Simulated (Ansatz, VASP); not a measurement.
## Two plane-wave programs on LiH

File POSCAR:

```
LiH
1.0
   -0.0998838136      2.1668666142      2.1668666142
    2.1668666142     -0.0998838136      2.1668666142
    2.1668666142      2.1668666142     -0.0998838136
Li H
1 1
Direct
   -0.0033600337     -0.0033600337     -0.0033600337
    0.2533600337      0.2533600337      0.2533600337
```

File INCAR.step1:

```
PREC = Accurate
ENCUT = 520
ISMEAR = 0
SIGMA = 0.01
LREAL = False
LASPH = True
NELM = 80
NBANDS = 9
GGA = PE
ALGO = Normal
EDIFF = 1E-4
LWAVE = True
LCHARG = False
```

Contents of INCAR.step2:

```
PREC = Accurate
ENCUT = 520
EDIFF = 1E-7
ISMEAR = 0
SIGMA = 0.01
LREAL = False
LASPH = True
NELM = 80
ALGO = Normal
ISIF = 2
LWAVE = False
LCHARG = True
METAGGA = R2SCAN
LMIXTAU = True
LELF = True
LVHAR = True
NBANDS = 9
ISTART = 1
```

Contents of KPOINTS:

```
Automatic mesh
0
Gamma
  10 10 10
```

Input for Ansatz:

```yaml
crystal:
  lattice:
    - [-0.0998838136, 2.1668666142, 2.1668666142]
    - [2.1668666142, -0.0998838136, 2.1668666142]
    - [2.1668666142, 2.1668666142, -0.0998838136]
  atoms:
    - { symbol: Li, position: [-0.0033600337, -0.0033600337, -0.0033600337] }
    - { symbol: H, position: [0.2533600337, 0.2533600337, 0.2533600337] }
kpoints:
  mp_grid: { grid: [10, 10, 10] }
  band_path:
    path:
      - [0.0, 0.0, 0.0]
      - [-0.5, -0.5, 0.0]
      - [-0.375, -0.375, 0.25]
      - [-0.375, 0.0, 0.375]
      - [0.0, 0.0, 0.5]
      - [-0.5, -0.25, 0.25]
      - [-0.15, -0.075, 0.425]
    npoints: 1
hamiltonian:
  xc: r2scan
scf:
  occupations: { method: fixed }
  n_extra_bands: 4
output:
  forces: true
  stress: true
  eigenvalues: true
```

Change from the starting cell: epitaxial_111 strain +5.7%.

Alike in both runs: task single point; functional r2SCAN; k mesh 10 × 10 × 10; no spin polarisation.

|  | VASP | Ansatz |
| --- | --- | --- |
| version | VASP 6.6.1 | Ansatz 0.2.0 |
| potentials or method | VASP PAW PBE potentials, release 64 (Li_sv, H) | plane waves, PAW |
| plane-wave cutoff (eV) | 520 | 500 |
| occupations | gaussian, width 0.01 eV | fixed |
| valence electrons in the cell | 4 | 4 |

Ansatz gave:

| Property | Result |
| --- | --- |
| gap on the k mesh at the Fermi level (eV) | 4.47 |
| rms of the force components (eV/Å) | 0.001 |

**Question.** What did VASP give for the same quantities?

**Answer.** gap on the k mesh at the Fermi level (eV): 4.54; rms of the force components (eV/Å): 0.003.

Atom by atom the forces differ by 0.004 eV/Å (rms over components).

Caveats: the PAW data sets were made with another functional, which shifts forces and pressure a little (VASP). A k mesh can miss the band edges.
